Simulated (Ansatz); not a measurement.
SnO2:

```
Sn O
1.0
    -5.37331    5.37331    1.61623
     5.37331   -5.37331    1.61623
     5.37331    5.37331   -1.61623
Sn O
4 8
Cartesian
  3.5579 -1.6004 1.6162
  1.6004 3.5579 1.6162
  3.7729 1.8155 0.0000
  1.8155 6.9737 0.0000
  1.6650 2.2095 0.0000
  -3.1638 3.7084 1.6162
  3.7084 3.1638 1.6162
  8.5371 1.6650 0.0000
  5.8350 1.7307 0.0000
  3.6426 0.4617 1.6162
  1.7307 4.9116 0.0000
  -0.4617 3.6426 1.6162
```

Measurements of this composition are mostly on another form, of space group No. 136.

| Item | Value |
| --- | --- |
| Program | Ansatz 0.2.0 |
| Task | relaxation of cell and atoms |
| Functional | PBE |
| Potentials or basis | Ansatz PAW |
| Cutoff | 420 eV (not typed: the program's choice for these potentials) |
| k mesh | 7 × 7 × 7 |
| Occupations | fermi-dirac, width 0.05 eV |
| Spin | no spin polarisation |

At the start: volume 15.55 Å³/atom.

How do energy, volume and symmetry change on relaxing?

It ends after 8 steps and the volume is 15.71 Å³/atom (+1.0 %); space group I4/m (No. 87, to 0.05 Å).

Step by step:
```tsv
step	energy change (eV)	largest force (eV/Å)	volume (Å³)
1	0.0000	0.2516	186.66
2	-0.0174	0.0608	187.67
3	-0.0167	0.0530	188.37
4	-0.0184	0.0180	188.34
5	-0.0184	0.0022	188.34
6	-0.0261	0.0024	188.34
7	-0.0255	0.0016	188.49
8	-0.0261	0.0016	188.49
```

Final structure:
```
Sn O
1.0
    -5.40290    5.40290    1.61430
     5.40290   -5.40290    1.61430
     5.40290    5.40290   -1.61430
Sn O
4 8
Direct
  0.34942 0.83396 0.18339
  0.83396 0.65058 0.48454
  0.16604 0.34942 0.51546
  0.65058 0.16604 0.81661
  0.20975 0.15624 0.36599
  0.84376 0.20975 0.05351
  0.79025 0.84376 0.63401
  0.15624 0.79025 0.94649
  0.16048 0.54127 0.70175
  0.54127 0.83952 0.38079
  0.45873 0.16048 0.61921
  0.83952 0.45873 0.29825
```

Caveat: the plane-wave basis is chosen anew once the cell has moved, so the energies of steps on either side of that aren't comparable; the pressure holds a Pulay correction of +0.7 GPa for the finite cutoff.
